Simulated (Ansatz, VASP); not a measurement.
# BN in two plane-wave programs, part 2 of 2

Aim: how closely do two programs agree when they are given the same cell, functional and k mesh? The cell is taken from a series of runs on this material, whose earlier steps may have relaxed, scaled, displaced or heated it; both programs get it as it stands.

VASP 6.6.1 and Ansatz 0.2.0.

So far: The structure; Ansatz: G0W0 gap, PBEsol.

### Step 3. VASP: G0W0 gap, PBEsol

Level of this step: G0W0 on PBEsol; plane waves and PAW (B_GW, N_GW) (VASP).

The same cell, functional and mesh now go to VASP, with its own data sets.

Lines of VASP's logs that name or quote its potential files are left out, and so is its time.

The run reads the wave functions of an earlier VASP run, which isn't shown here.

INCAR reads:

```
SYSTEM = BN
PREC = Accurate
ENCUT = 450
ISMEAR = 0
SIGMA = 0.01
LREAL = .FALSE.
GGA = PS
NBANDS = 96
ALGO = EVGW0
NELMGW = 1
ENCUTGW = 100
NOMEGA = 64
PRECFOCK = Fast
NBANDSGW = 16
LWAVE = .FALSE.
LCHARG = .FALSE.
```

POSCAR reads:

```
BN
1.0
    2.5039900000      0.0000000000      0.0000000000
   -1.2519950000      2.1685189508      0.0000000000
    0.0000000000      0.0000000000      6.6612000000
B N
2 2
Direct
    0.3333333333      0.6666666667      0.2500000000
    0.6666666667      0.3333333333      0.7500000000
    0.3333333333      0.6666666667      0.7500000000
    0.6666666667      0.3333333333      0.2500000000
```

KPOINTS reads:

```
Automatic mesh
0
Gamma
9 9 2
0 0 0
```

The projector-augmented-wave data sets are B_GW and N_GW (PBE family, release 64).

Started as:

```
$ mpirun -np 8 vasp_std
```

Numbers of over 12 decimals in the logs are rounded to 6 here.

The program printed:

```text
[banner, memory and clock lines left out]
running    8 mpi-ranks, on    1 nodes
 distrk:  each k-point on    8 cores,    1 groups
 distr:  one band on    1 cores,    8 groups

 POSCAR found type information on POSCAR B N
 POSCAR found :  2 types and       4 ions
|                                                                             |
|           W    W    AA    RRRRR   N    N  II  N    N   GGGG   !!!           |
|           W    W   A  A   R    R  NN   N  II  NN   N  G    G  !!!           |
|           W    W  A    A  R    R  N N  N  II  N N  N  G       !!!           |
|           W WW W  AAAAAA  RRRRR   N  N N  II  N  N N  G  GGG   !            |
|           WW  WW  A    A  R   R   N   NN  II  N   NN  G    G                |
|           W    W  A    A  R    R  N    N  II  N    N   GGGG   !!!           |
|                                                                             |
|     For optimal performance we recommend to set                             |
|       NCORE = 2 up to number-of-cores-per-socket                            |
|     NCORE specifies how many cores store one orbital (NPAR=cpu/NCORE).      |
|     This setting can greatly improve the performance of VASP for DFT.       |
|     The default, NCORE=1 might be grossly inefficient on modern             |
|     multi-core architectures or massively parallel machines. Do your        |
|     Unfortunately you need to use the default for GW and RPA                |
|     calculations (for HF NCORE is supported but not extensively tested      |
|     yet).                                                                   |
|                                                                             |

|                                                                             |
|               ----> ADVICE to this user running VASP <----                  |
|                                                                             |
|     You enforced a specific xc type in the INCAR file but a different       |
|     [... a line on the potential file left out ...]
|     I HOPE YOU KNOW WHAT YOU ARE DOING!                                     |
|                                                                             |

|                                                                             |
|           W    W    AA    RRRRR   N    N  II  N    N   GGGG   !!!           |
|           W    W   A  A   R    R  NN   N  II  NN   N  G    G  !!!           |
|           W    W  A    A  R    R  N N  N  II  N N  N  G       !!!           |
|           W WW W  AAAAAA  RRRRR   N  N N  II  N  N N  G  GGG   !            |
|           WW  WW  A    A  R   R   N   NN  II  N   NN  G    G                |
|           W    W  A    A  R    R  N    N  II  N    N   GGGG   !!!           |
|                                                                             |
|     The default for ENCUTGWSOFT is different in this version of VASP.       |
|     please manually set ENCUTGWSOFT =100 in the INCAR file.                 |
|                                                                             |

 LDA part: xc-table for (Slater+PW92), standard interpolation
 found WAVECAR, reading the header
 POSCAR, INCAR and KPOINTS ok, starting setup
 FFT: planning ... GRIDC
 FFT: planning ... GRID_SOFT
 FFT: planning ... GRID
 reading WAVECAR
 the WAVECAR file was read successfully
 initial charge from wavefunction
 available memory per node:     90.44 GB, setting MAXMEM to     92608

 The Fermi energy was updated, please check that it is located mid-gap
 values below the HOMO (VB) or above the LUMO (CB) will cause erroneous energies
 E-fermi :   4.3479

 calculate exact exchange contribution
 the WAVEDER file was read successfully
energies w=
    0.000    0.000    0.705    0.000    1.409    0.000    2.110    0.000
    2.806    0.000    3.496    0.000    4.179    0.000    4.855    0.000
    5.521    0.000    6.179    0.000    6.828    0.000    7.467    0.000
    8.098    0.000    8.721    0.000    9.335    0.000    9.943    0.000
   10.544    0.000   11.140    0.000   11.731    0.000   12.319    0.000
   12.905    0.000   13.490    0.000   14.075    0.000   14.662    0.000
   15.252    0.000   15.846    0.000   16.447    0.000   17.057    0.000
   17.676    0.000   18.306    0.000   18.952    0.000   19.613    0.000
   20.294    0.000   20.997    0.000   21.725    0.000   22.482    0.000
   23.272    0.000   24.099    0.000   24.970    0.000   25.889    0.000
   26.864    0.000   27.904    0.000   29.017    0.000   30.214    0.000
   31.511    0.000   32.921    0.000   34.467    0.000   36.169    0.000
   38.059    0.000   40.173    0.000   42.557    0.000   45.271    0.000
   48.393    0.000   52.026    0.000   56.309    0.000   61.437    0.000
   67.689    0.000   75.477    0.000   85.444    0.000   98.638    0.000
  116.906    0.000  143.829    0.000  187.369    0.000  269.553    0.000
 responsefunction array rank=      96
 LDA part: xc-table for (Slater+PW92), standard interpolation

 min. memory requirement per mpi rank    115.3 MB, per node    922.4 MB

 allocating   8 responsefunctions rank=    96
 shmem allocating  64 responsefunctions rank=    96
 response function shared by NCSHMEM nodes    1
 Doing            8  frequencies on each core in blocks of           64
NQ=   1    0.0000    0.0000    0.0000,
|.........|.........|.........|.........|.........|.........|.........|.........
 performed        301000 updates of chi_q(r,r)
 total number of BLAS operations         16.63 Gflops
NQ=   2    0.1111    0.0000    0.0000,
|.........|.........|.........|.........|.........|.........|.........|.........
 performed        916000 updates of chi_q(r,r)
 total number of BLAS operations         48.92 Gflops
NQ=   3    0.2222   -0.0000    0.0000,
|.........|.........|.........|.........|.........|.........|.........|.........
 performed       1531000 updates of chi_q(r,r)
 total number of BLAS operations         76.61 Gflops
NQ=   4    0.3333   -0.0000    0.0000,
|.........|.........|.........|.........|.........|.........|.........|.........
 performed       2146000 updates of chi_q(r,r)
 total number of BLAS operations        108.10 Gflops
NQ=   5    0.4444   -0.0000    0.0000,
|.........|.........|.........|.........|.........|.........|.........|.........
 performed       2761000 updates of chi_q(r,r)
 total number of BLAS operations        139.60 Gflops
NQ=   6    0.1111    0.1111    0.0000,
|.........|.........|.........|.........|.........|.........|.........|.........
 performed       3376000 updates of chi_q(r,r)
 total number of BLAS operations        168.02 Gflops
NQ=   7    0.2222    0.1111    0.0000,
|.........|.........|.........|.........|.........|.........|.........|.........
 performed       4101000 updates of chi_q(r,r)
 total number of BLAS operations        204.26 Gflops
NQ=   8    0.3333    0.1111    0.0000,
|.........|.........|.........|.........|.........|.........|.........|.........
 performed       4826000 updates of chi_q(r,r)
 total number of BLAS operations        247.20 Gflops
NQ=   9    0.4444    0.1111    0.0000,
|.........|.........|.........|.........|.........|.........|.........|.........
 performed       5441000 updates of chi_q(r,r)
 total number of BLAS operations        281.93 Gflops
NQ=  10    0.2222    0.2222    0.0000,
|.........|.........|.........|.........|.........|.........|.........|.........
 performed       6056000 updates of chi_q(r,r)
 total number of BLAS operations        316.65 Gflops
NQ=  11    0.3333    0.2222    0.0000,
|.........|.........|.........|.........|.........|.........|.........|.........
 performed       6781000 updates of chi_q(r,r)
 total number of BLAS operations        365.79 Gflops
NQ=  12    0.3333    0.3333    0.0000,
|.........|.........|.........|.........|.........|.........|.........|.........
 performed       7150000 updates of chi_q(r,r)
 total number of BLAS operations        389.73 Gflops
NQ=  13    0.0000    0.0000    0.5000,
|.........|.........|.........|.........|.........|.........|.........|.........
 performed       7451000 updates of chi_q(r,r)
 total number of BLAS operations        401.56 Gflops
NQ=  14    0.1111    0.0000    0.5000,
|.........|.........|.........|.........|.........|.........|.........|.........
 performed       8066000 updates of chi_q(r,r)
 total number of BLAS operations        429.99 Gflops
NQ=  15    0.2222   -0.0000    0.5000,
|.........|.........|.........|.........|.........|.........|.........|.........
 performed       8681000 updates of chi_q(r,r)
 total number of BLAS operations        461.49 Gflops
NQ=  16    0.3333   -0.0000    0.5000,
|.........|.........|.........|.........|.........|.........|.........|.........
 performed       9296000 updates of chi_q(r,r)
 total number of BLAS operations        492.98 Gflops
NQ=  17    0.4444   -0.0000    0.5000,
|.........|.........|.........|.........|.........|.........|.........|.........
 performed       9911000 updates of chi_q(r,r)
 total number of BLAS operations        524.48 Gflops
NQ=  18    0.1111    0.1111    0.5000,
|.........|.........|.........|.........|.........|.........|.........|.........
 performed      10526000 updates of chi_q(r,r)
 total number of BLAS operations        552.90 Gflops
NQ=  19    0.2222    0.1111    0.5000,
|.........|.........|.........|.........|.........|.........|.........|.........
 performed      11251000 updates of chi_q(r,r)
 total number of BLAS operations        591.95 Gflops
NQ=  20    0.3333    0.1111    0.5000,
|.........|.........|.........|.........|.........|.........|.........|.........
 performed      11976000 updates of chi_q(r,r)
 total number of BLAS operations        634.89 Gflops
NQ=  21    0.4444    0.1111    0.5000,
|.........|.........|.........|.........|.........|.........|.........|.........
 performed      12591000 updates of chi_q(r,r)
 total number of BLAS operations        669.61 Gflops
NQ=  22    0.2222    0.2222    0.5000,
|.........|.........|.........|.........|.........|.........|.........|.........
 performed      13206000 updates of chi_q(r,r)
 total number of BLAS operations        706.01 Gflops
NQ=  23    0.3333    0.2222    0.5000,
|.........|.........|.........|.........|.........|.........|.........|.........
 performed      13931000 updates of chi_q(r,r)
 total number of BLAS operations        748.95 Gflops
NQ=  24    0.3333    0.3333    0.5000,
|.........|.........|.........|.........|.........|.........|.........|.........
 performed      14300000 updates of chi_q(r,r)
 total number of BLAS operations        772.89 Gflops
 resolving degeneracies of screened two electron integrals

 calculate QP shifts <psi_nk| G(iteration)W_0 |psi_nk>: iteration 1
 entering main loop
```

From OUTCAR (step 3):

```text
ion  position               nearest neighbor table
   1  0.333  0.667  0.250-   4 1.45   4 1.45   4 1.45
   2  0.667  0.333  0.750-   3 1.45   3 1.45   3 1.45
   3  0.333  0.667  0.750-   2 1.45   2 1.45   2 1.45
   4  0.667  0.333  0.250-   1 1.45   1 1.45   1 1.45

  LATTYP: Found a hexagonal cell.
 ALAT       =     2.5039900000
 C/A-ratio  =     2.6602342661

 Subroutine GETGRP returns: Found 24 space group operations
 (whereof 12 operations were pure point group operations)

The static configuration has the point symmetry D_3d.
 The point group associated with its full space group is D_6h.

 Found     24 irreducible k-points:

   k-points           NKPTS =     24   k-points in BZ     NKDIM =    162   number of bands    NBANDS=     96

   dimension x,y,z NGX =    18 NGY =   18 NGZ =   48
   dimension x,y,z NGXF=    36 NGYF=   36 NGZF=   96

   ENCUT  =  450.0 eV  33.07 Ry    5.75 a.u.   4.33  4.33 11.52*2*pi/ulx,y,z

   NELECT =      16.0000    total number of electrons

  energy-cutoff  :      450.00
  volume of cell :       36.17
      direct lattice vectors                 reciprocal lattice vectors
     2.503990000  0.000000000  0.000000000     0.399362617  0.230572115  0.000000000
    -1.251995000  2.168518951  0.000000000     0.000000000  0.461144229  0.000000000
     0.000000000  0.000000000  6.661200000     0.000000000  0.000000000  0.150123101

 k-points in reciprocal lattice and weights: Automatic mesh
   0.00000000  0.00000000  0.00000000       0.006
   0.11111111  0.00000000  0.00000000       0.037
   0.22222222 -0.00000000  0.00000000       0.037
   0.33333333 -0.00000000  0.00000000       0.037
   0.44444444 -0.00000000  0.00000000       0.037
   0.11111111  0.11111111  0.00000000       0.037
   0.22222222  0.11111111  0.00000000       0.074
   0.33333333  0.11111111  0.00000000       0.074
   0.44444444  0.11111111  0.00000000       0.037
[...]
0.33333333  0.22222222  0.50000000       0.074
   0.33333333  0.33333333  0.50000000       0.012

 E-fermi :   4.3479

 QP shifts <psi_nk| G(iteration)W_0 |psi_nk>: iteration 1
 for sc-GW calculations column KS-energies equals QP-energies in previous step
 and V_xc(KS)=  KS-energies - (<T + V_ion + V_H > + <T+V_H+V_ion>^1  + <V_x>^1)
 k-point   1 :       0.0000    0.0000    0.0000
  band No.  KS-energies  QP-energies   sigma(KS)   V_xc(KS)     V^pw_x(r,r')   Z            occupation Imag(sigma)
    ...
      5       0.9007       0.0762     -19.0922     -18.0535     -22.5399       0.7938       2.0000       0.0767
      6       0.9007       0.0762     -19.0922     -18.0535     -22.5399       0.7938       2.0000       0.0767
      7       0.9346       0.1189     -19.1220     -18.0951     -22.5635       0.7943       2.0000       0.0765
      8       0.9346       0.1189     -19.1220     -18.0951     -22.5635       0.7943       2.0000       0.0765
      9       7.2406       7.7428      -8.2320      -8.8340      -4.3767       0.8341       0.0000      -0.0732
     10      12.3429      13.6392     -11.8628     -13.5673      -6.9436       0.7605       0.0000      -0.1660
     11      13.7297      15.5882     -11.9359     -14.2364      -7.2319       0.8079       0.0000      -0.0925
     12      13.7297      15.5882     -11.9359     -14.2364      -7.2319       0.8079       0.0000      -0.0925
    ...

 k-point   2 :       0.1111    0.0000    0.0000
  band No.  KS-energies  QP-energies   sigma(KS)   V_xc(KS)     V^pw_x(r,r')   Z            occupation Imag(sigma)
    ...
      5      -0.0614      -0.9889     -18.8270     -17.6469     -22.4457       0.7860       2.0000       0.0865
      6      -0.0310      -0.9505     -18.8351     -17.6668     -22.4377       0.7870       2.0000       0.0861
      7       0.4515      -0.4059     -18.9284     -17.8438     -22.4463       0.7905       2.0000       0.0805
      8       0.4956      -0.3539     -18.9674     -17.8938     -22.4784       0.7912       2.0000       0.0802
      9       7.6676       8.1915      -8.2631      -8.8919      -4.3872       0.8330       0.0000      -0.0749
     10      12.1837      13.5158     -12.1327     -13.8920      -7.1980       0.7572       0.0000      -0.1688
     11      13.4315      15.1176     -11.8406     -13.9320      -7.0989       0.8062       0.0000      -0.0977
     12      13.7263      15.4927     -11.9135     -14.1034      -7.1886       0.8066       0.0000      -0.0950
    ...

 k-point   3 :       0.2222   -0.0000    0.0000
  band No.  KS-energies  QP-energies   sigma(KS)   V_xc(KS)     V^pw_x(r,r')   Z            occupation Imag(sigma)
    ...
      5      -2.2164      -3.3173     -18.3726     -16.9317     -22.4705       0.7640       2.0000       0.1198
      6      -0.7754      -1.7184     -15.9755     -14.7291     -19.2958       0.7566       2.0000       0.1210
      7      -0.4981      -1.4259     -18.6760     -17.4905     -22.3817       0.7826       2.0000       0.0898
      8      -0.4436      -1.3624     -18.7244     -17.5514     -22.4228       0.7833       2.0000       0.0891
      9       8.7394       9.3248      -8.3147      -9.0214      -4.3122       0.8284       0.0000      -0.0809
     10      11.3367      12.7025     -12.3915     -14.1910      -7.5267       0.7590       0.0000      -0.1580
     11      12.0957      13.4185     -11.8443     -13.6324      -6.2534       0.7398       0.0000      -0.2373
     12      12.8600      14.3586     -11.6545     -13.5127      -6.9331       0.8065       0.0000      -0.0967
    ...

 k-point   4 :       0.3333   -0.0000    0.0000
  band No.  KS-energies  QP-energies   sigma(KS)   V_xc(KS)     V^pw_x(r,r')   Z            occupation Imag(sigma)
    ...
      5      -1.3721      -2.3623     -18.5166     -17.2406     -22.4245       0.7760       2.0000       0.0991
      6      -1.3118      -2.2916     -18.5697     -17.3078     -22.4699       0.7765       2.0000       0.0983
      7      -1.2556      -2.2929     -14.6286     -13.2517     -17.7965       0.7533       2.0000       0.1323
      8       0.4928      -0.3462     -16.3582     -15.2690     -19.2925       0.7702       2.0000       0.0942
      9       9.0195      10.1483     -10.7730     -12.2034      -6.2633       0.7892       0.0000      -0.1094
     10       9.8538      11.1768     -12.0986     -13.8130      -7.4239       0.7717       0.0000      -0.1277
     11      10.2107      10.9384      -8.7929      -9.6821      -4.5460       0.8183       0.0000      -0.0920
     12      12.3887      13.7553     -11.5261     -13.2225      -6.8259       0.8055       0.0000      -0.0949
    ...

[... 4 further parts left out ...]
```

### Step 4. Comparison

Known differences besides the potentials themselves: fixed occupations in Ansatz, narrow Gaussian smearing in VASP; the cutoff is 420 eV in Ansatz and 450 eV in VASP; Ansatz makes its cores anew for this functional, VASP keeps those of its PBE data sets; VASP leaves aspherical gradient terms in its spheres out (LASPH is not set), Ansatz keeps them; Ansatz integrates over frequency by contour deformation, VASP on a grid of NOMEGA points; Ansatz's G0W0 levels solve the quasiparticle equation, VASP's are linearised. Total energies have different zeros and are not compared.

Both answers:

```
                   quantity  Ansatz  VASP  difference
  G0W0 gap on the mesh (eV)    5.86  5.86        0.00
Kohn-Sham gap under it (eV)    4.31  4.30       +0.01
```

### Step 5. Results

| Item | Value |
| --- | --- |
| difference in G0W0 gap on the mesh (G0W0 gap, PBEsol) | -8.6e-4 eV |

The difference in G0W0 gap on the mesh is -8.6e-4 eV (G0W0 gap, PBEsol). Such differences can come from data sets, numerical settings and the points named under the comparisons, not from the functional's error against experiment.

[Lines on the potential files, build, host, timing and source positions are cut from VASP's logs without a mark.]

[Logs are printed without paths, hosts, clocks, repeated set-up lines and the standing remarks that a program may print on its own settings, such as how far it seeks lower states.]

[Hosts, paths, dates, database ids (printed as entryN), source tags and the programs' standing remarks are cut or masked in the printed files.]
